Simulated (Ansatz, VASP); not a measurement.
# Sb (Sb monolayer (from R-3m)): VASP beside Ansatz

One calculation is typed for both programs; each brings its own data sets. How far apart do they land? The cell is taken from a series of runs on this material, whose earlier steps may have relaxed, scaled, displaced or heated it; both programs get it as it stands.

Main program and level: Ansatz 0.2.0; plane waves, with VASP 6.6.1 beside it; HSE06 with D3(BJ).

### Step 1. The starting structure

The cell holds 2 atoms: 2 Sb. Cell: a = 4.068 Å, b = 4.068 Å, c = 35.000 Å, α = 90.0°, β = 90.0°, γ = 120.0°. Vacuum lies along c.

### Step 2. Ansatz: single point, HSE06 with D3(BJ)

Ansatz runs on its PAW soft_1 files.

With cell and atoms fixed, the geometry can't cause a difference; cores, projectors, grids and the points listed under the comparison can.

The input, input.yaml:

```yaml
crystal:
  lattice:
    - [4.0678822634, 0.0, 0.0]
    - [-2.0339411317, 3.5228893797, 0.0]
    - [0.0, 0.0, 35.0]
  atoms:
    - { symbol: Sb, position: [1.0, 1.0, 0.523569411] }
    - { symbol: Sb, position: [0.6666666667, 0.3333333333, 0.476430589] }
  periodic: [true, true, false]
basis:
  ecutwfc: 420
  xc_grid: 2
hamiltonian:
  xc: hse06
  dispersion: d3bj
  pseudopotentials: { kind: paw, azcp: { folder: soft_1 } }
kpoints:
  mp_grid: { grid: [3, 3, 1] }
scf:
  occupations: { method: fixed }
  max_iter: 60
output:
  forces: true
  eigenvalues: true
  write_potential: true
  volumetric_format: npy
```

Command:

```
$ ansatz run input.yaml --threads 32 --pin off --max-ram 84787MiB --backend cuda --events-out ev --progress --plain --runs-dir out --max-vram 78GiB
```

Numbers of over 12 decimals in the logs are rounded to 6 here.

Output:

```text
Engine: ansatz 0.2.0, aarch64-unknown-linux-gnu
[...]
Pseudopotential: Sb, paw, valence charge 15, recommended cutoff 420 eV (normal), soft_1/Sb.paw.azcp
Functional definition: HSE06
[...]
Crystal: 2 atoms, lattice volume = 501.574 Å³
Basis set: ecut = 420 eV, 9777 PW (Γ), exchange–correlation on 60×60×480 points (8 copies of the dense FFT grid, shifted against one another)
Bands: 19, of which v1, the nominal top of the filled ones, is band 15 counted from 1 (14 counted from 0)
[...]
Space group: P-3m1 (ITA 164), of the structure as read, at distance tolerance 7.9e-5 Å
k-points: 3 of 9
[...]
Functional: x = pbe(κ = 0.804, μ = 0.219515), c = pbe(β = 0.066725), warm-up for x = pbe(κ = 0.804, μ = 0.219515) + 0.25 (exact − pbe) at short range (hse, ω = 0.2078698 [...]
[...]
SCF iter   1: F=—  HF=-12969.212793 eV  |F-HF|=—  |Δ(HF+E_count)|=         —  Δρ=7.51e-3  dr2=3.26e-1  ethr=9.25e-4  ⟨swp⟩=9.7  Hψ=368  notcnv=0
[...]
SCF iter   2: F=-12977.691501 eV  HF=-12977.691501 eV  |F-HF|=7.28e-11  |Δ(HF+E_count)|=  2.22e-10  Δρ=1.48e-7  dr2=8.61e-11  ethr=1.00e-12  ⟨swp⟩=6.3  Hψ=248  notcnv=0
SCF 4 converged in 2 iterations: F = -12977.691501 eV  dr2 = 8.61e-11
[...]
hybrid outer 3: dexx = +2.740e-10 eV, tail = 2.16e-10 eV, Δε = 3.52e-5 eV (about 7.44e-6 eV left of the loop's levels), ΔF = 3.95e-4 eV/Å (tail 2.78e-4)
hybrid SCF converged: 3 outer / 13 inner (+5 warm-up), last move |dexx| = 2.74e-10 eV, tail = 2.16e-10 eV
[...]
Free energy (F): -12977.691501 eV
[...]
Fermi energy:    -4.937673 eV
--- Per-component energies (eV) ---
[...]
--- Forces (eV/Å), atoms counted from 1 ---
[...]
--- Band table (eV) ---
[...]
```

### Step 3. VASP: single point, HSE06 with D3(BJ)

The same cell, functional and mesh now go to VASP, with its own data sets.

Lines of VASP's logs that name or quote its potential files are left out, and so is its time.

The run reads the wave functions of an earlier VASP run, which isn't shown here.

The input, INCAR:

```
SYSTEM = Sb
PREC = Accurate
ENCUT = 400
EDIFF = 1E-06
NELM = 100
ISMEAR = 0
SIGMA = 0.01
LREAL = .FALSE.
ALGO = Normal
LHFCALC = .TRUE.
AEXX = 0.25
GGA = PE
HFSCREEN = 0.208
IVDW = 12
VDW_S6 = 1
VDW_S8 = 2.31
VDW_A1 = 0.383
VDW_A2 = 5.685
LASPH = .TRUE.
NBANDS = 11
PRECFOCK = Fast
LORBIT = 11
LWAVE = .FALSE.
LCHARG = .FALSE.
NCORE = 8
ISIF = 2
LDIPOL = .TRUE.
IDIPOL = 3
DIPOL = 0.5 0.5 0.5
LVHAR = .TRUE.
```

The input, POSCAR:

```
Sb
1.0
    4.0678822634      0.0000000000      0.0000000000
   -2.0339411317      3.5228893797      0.0000000000
    0.0000000000      0.0000000000     35.0000000000
Sb
2
Direct
    0.0000000000      0.0000000000      0.5235694110
    0.6666666667      0.3333333333      0.4764305890
```

The input, KPOINTS:

```
Automatic mesh
0
Gamma
3 3 1
0 0 0
```

The projector-augmented-wave data sets are Sb (PBE family, release 64).

Command:

```
$ mpirun -np 8 vasp_std
```

Output:

```text
[banner, memory and clock lines left out]
running    8 mpi-ranks, on    1 nodes
 distrk:  each k-point on    8 cores,    1 groups
 distr:  one band on    8 cores,    1 groups

 POSCAR found type information on POSCAR Sb
 POSCAR found :  1 types and       2 ions
|                                                                             |
|           W    W    AA    RRRRR   N    N  II  N    N   GGGG   !!!           |
|           W    W   A  A   R    R  NN   N  II  NN   N  G    G  !!!           |
|           W    W  A    A  R    R  N N  N  II  N N  N  G       !!!           |
|           W WW W  AAAAAA  RRRRR   N  N N  II  N  N N  G  GGG   !            |
|           WW  WW  A    A  R   R   N   NN  II  N   NN  G    G                |
|           W    W  A    A  R    R  N    N  II  N    N   GGGG   !!!           |
|                                                                             |
|     For optimal performance we recommend to set                             |
|       NCORE = 2 up to number-of-cores-per-socket                            |
|     NCORE specifies how many cores store one orbital (NPAR=cpu/NCORE).      |
|     This setting can greatly improve the performance of VASP for DFT.       |
|     The default, NCORE=1 might be grossly inefficient on modern             |
|     multi-core architectures or massively parallel machines. Do your        |
|     Unfortunately you need to use the default for GW and RPA                |
|     calculations (for HF NCORE is supported but not extensively tested      |
|     yet).                                                                   |
|                                                                             |

 LDA part: xc-table for (Slater+PW92), standard interpolation
 found WAVECAR, reading the header
 POSCAR, INCAR and KPOINTS ok, starting setup
 FFT: planning ... GRIDC
 FFT: planning ... GRID_SOFT
 FFT: planning ... GRID
 reading WAVECAR
 the WAVECAR file was read successfully
 initial charge from wavefunction
 entering main loop
       N       E                     dE             d eps       ncg     rms          rms(c)
DAV:   1    -0.961641278153E+01   -0.96164E+01   -0.32702E+00    75   0.112E+01    0.216E+01
DAV:   2    -0.963065334632E+01   -0.14241E-01   -0.55669E-02    91   0.209E+00    0.140E+01
DAV:   3    -0.962904355760E+01    0.16098E-02   -0.21703E-03    83   0.291E-01    0.855E+00
DAV:   4    -0.962842340582E+01    0.62015E-03   -0.59586E-04    78   0.126E-01    0.511E+00
DAV:   5    -0.962824979306E+01    0.17361E-03   -0.20204E-04    75   0.716E-02    0.304E+00
DAV:   6    -0.962821332890E+01    0.36464E-04   -0.61473E-05    78   0.398E-02    0.180E+00
DAV:   7    -0.962821412605E+01   -0.79715E-06   -0.18440E-05    72   0.225E-02    0.107E+00
DAV:   8    -0.962822314210E+01   -0.90160E-05   -0.56895E-06    80   0.129E-02    0.632E-01
DAV:   9    -0.962823183936E+01   -0.86973E-05   -0.17840E-06    75   0.737E-03    0.375E-01
DAV:  10    -0.962823873206E+01   -0.68927E-05   -0.64246E-07    91   0.463E-03    0.222E-01
DAV:  11    -0.962824394921E+01   -0.52172E-05   -0.24483E-07    75   0.283E-03    0.132E-01
DAV:  12    -0.962824771280E+01   -0.37636E-05   -0.11112E-07    83   0.190E-03    0.786E-02
DAV:  13    -0.962825055373E+01   -0.28409E-05   -0.62387E-08    67   0.133E-03    0.468E-02
DAV:  14    -0.962825263702E+01   -0.20833E-05   -0.41446E-08    75   0.103E-03    0.279E-02
DAV:  15    -0.962825425629E+01   -0.16193E-05   -0.29371E-08    67   0.834E-04    0.166E-02
DAV:  16    -0.962825553746E+01   -0.12812E-05   -0.22651E-08    59   0.728E-04    0.982E-03
DAV:  17    -0.962825650921E+01   -0.97175E-06   -0.19392E-08    67   0.631E-04
   1 F= -.10226742E+02 E0= -.10226742E+02  d E =-.132382E-22
```

From OUTCAR (step 3):

```text
ion  position               nearest neighbor table
   1  0.000  0.000  0.524-   2 2.87   2 2.87   2 2.87
   2  0.667  0.333  0.476-   1 2.87   1 2.87   1 2.87

  LATTYP: Found a hexagonal cell.
 ALAT       =     4.0678822634
 C/A-ratio  =     8.6039854975

 Subroutine GETGRP returns: Found 12 space group operations
 (whereof  6 operations were pure point group operations)

The static configuration has the point symmetry C_3v.
 The point group associated with its full space group is D_3d.

 Found      3 irreducible k-points:

   k-points           NKPTS =      3   k-points in BZ     NKDIM =      9   number of bands    NBANDS=     11

   dimension x,y,z NGX =    28 NGY =   28 NGZ =  240
   dimension x,y,z NGXF=    56 NGYF=   56 NGZF=  480

   ENCUT  =  400.0 eV  29.40 Ry    5.42 a.u.   6.63  6.63 57.08*2*pi/ulx,y,z

   NELECT =      10.0000    total number of electrons

 k-points in reciprocal lattice and weights: Automatic mesh
   0.00000000  0.00000000  0.00000000       0.111
   0.33333333 -0.00000000  0.00000000       0.667
   0.33333333  0.33333333  0.00000000       0.222

  exchange ACFDT corr.  =         0.00000000  see jH, gK, PRB 81, 115126

 dipolmoment           0.000000      0.000000     -0.000000 electrons x Angstroem

 average (electrostatic) potential at core
       1 -91.7035       2 -91.7035

 E-fermi :  -3.6091

 k-point     1 :       0.0000    0.0000    0.0000
  band No.  band energies     occupation
      1     -16.2162      2.00000
      2     -10.5846      2.00000
      3      -4.4057      2.00000
      4      -3.6769      2.00000
      5      -3.6769      2.00000
      6      -1.2582      0.00000
      7      -0.1711      0.00000
      8      -0.1711      0.00000
      9       1.0018      0.00000
     10       1.2243      0.00000
    ...

 k-point     2 :       0.3333   -0.0000    0.0000
  band No.  band energies     occupation
      1     -14.9306      2.00000
      2     -11.1548      2.00000
      3      -7.0801      2.00000
      4      -5.1134      2.00000
      5      -4.6294      2.00000
      6      -1.8653      0.00000
      7       0.0567      0.00000
      8       0.6511      0.00000
      9       2.1375      0.00000
     10       2.3205      0.00000
    ...

 k-point     3 :       0.3333    0.3333    0.0000
  band No.  band energies     occupation
      1     -12.9732      2.00000
      2     -12.9732      2.00000
      3      -7.6174      2.00000
      4      -5.7216      2.00000
      5      -5.7216      2.00000
      6      -1.7115      0.00000
      7       0.5969      0.00000
      8       0.5969      0.00000
      9       3.5100      0.00000
     10       4.4201      0.00000
    ...

 Edisp (eV)   -0.59849

  Total       0.35042     0.35042    -1.23516     0.00000     0.00000    -0.00000
  in kB       1.11934     1.11934    -3.94546     0.00000     0.00000    -0.00000
  external pressure =       -0.57 kB  Pullay stress =        0.00 kB

  energy-cutoff  :      400.00
  volume of cell :      501.57
      direct lattice vectors                 reciprocal lattice vectors
     4.067882263  0.000000000  0.000000000     0.245828157  0.141928953  0.000000000
    -2.033941132  3.522889380  0.000000000     0.000000000  0.283857905  0.000000000
     0.000000000  0.000000000 35.000000000     0.000000000  0.000000000  0.028571429

 POSITION                                       TOTAL-FORCE (eV/Angst)
 -----------------------------------------------------------------------------------
      0.00000      0.00000     18.32493        -0.000000      0.000000     -0.744846
      2.03394      1.17430     16.67507         0.000000     -0.000000      0.744846
 -----------------------------------------------------------------------------------
    total drift:                                0.000000     -0.000000      0.000009

  FREE ENERGIE OF THE ION-ELECTRON SYSTEM (eV)
  ---------------------------------------------------
  free  energy   TOTEN  =       -10.2267418499 eV

  energy  without entropy=      -10.2267418499  energy(sigma->0) =      -10.22674185

 vacuum level on the upper side and lower side of the slab         1.352         1.352

 total charge
# of ion       s       p       d       tot
------------------------------------------
    1        1.226   1.347   0.030   2.603
    2        1.226   1.347   0.030   2.603
--------------------------------------------------
tot          2.453   2.694   0.060   5.206
```

### Step 4. Differences

Known differences besides the potentials themselves: exact exchange at q = 0 is treated differently, which shows on coarse meshes; VASP keeps PBE cores, Ansatz makes them for the functional; fixed occupations in Ansatz, narrow Gaussian smearing in VASP; Ansatz cuts the interaction across the vacuum, VASP repeats the sheet with a dipole correction (LDIPOL); the data sets hold 30 valence electrons in Ansatz (on its PAW soft_1 files) and 10 in VASP; the cutoff is 420 eV in Ansatz and 400 eV in VASP; VASP takes a coarser grid for exact exchange (PRECFOCK = Fast). Total energies have different zeros and are not compared.

The two programs side by side:

```
              quantity  Ansatz   VASP  difference
gap on the k mesh (eV)   1.753  1.812      -0.059
```

Forces (eV/Å; atoms numbered as in POSCAR):

```
atom        Ansatz x, y, z          VASP x, y, z
 Sb1  0.000, 0.000, -0.633  0.000, 0.000, -0.745
 Sb2   0.000, 0.000, 0.633   0.000, 0.000, 0.745
```

The forces differ by 65 meV/Å r.m.s., which is 15.0 % of the r.m.s. force of 0.430 eV/Å (both taken over all components). A gap on the mesh is an upper bound, since the band edges may lie between its points. Where the cell holds vacuum, a pressure given here is an average over it and none of the material.

### Step 5. Results

```
r.m.s. force difference (single point, HSE06 with D3(BJ))         : 15 % of the r.m.s. force
difference in gap on the k mesh (single point, HSE06 with D3(BJ)) : -0.059 eV
```

The r.m.s. force difference is 15 % of the r.m.s. force (single point, HSE06 with D3(BJ)), beyond the 3 % picked in this series as the mark of a large difference. The data sets hold unlike numbers of valence electrons (30 in Ansatz and 10 in VASP), so part of the differences may come from the potentials. What causes the difference of the single point, HSE06 with D3(BJ) pair stays open here. How closely two codes agree says nothing of how well the functional describes the real material.

[Lines on the potential files, build, host, timing and source positions are cut from VASP's logs without a mark.]

[Logs are printed without paths, hosts, clocks, repeated set-up lines and the standing remarks that a program may print on its own settings, such as how far it seeks lower states.]

[Hosts, paths, dates, database ids (printed as entryN), source tags and the programs' standing remarks are cut or masked in the printed files.]
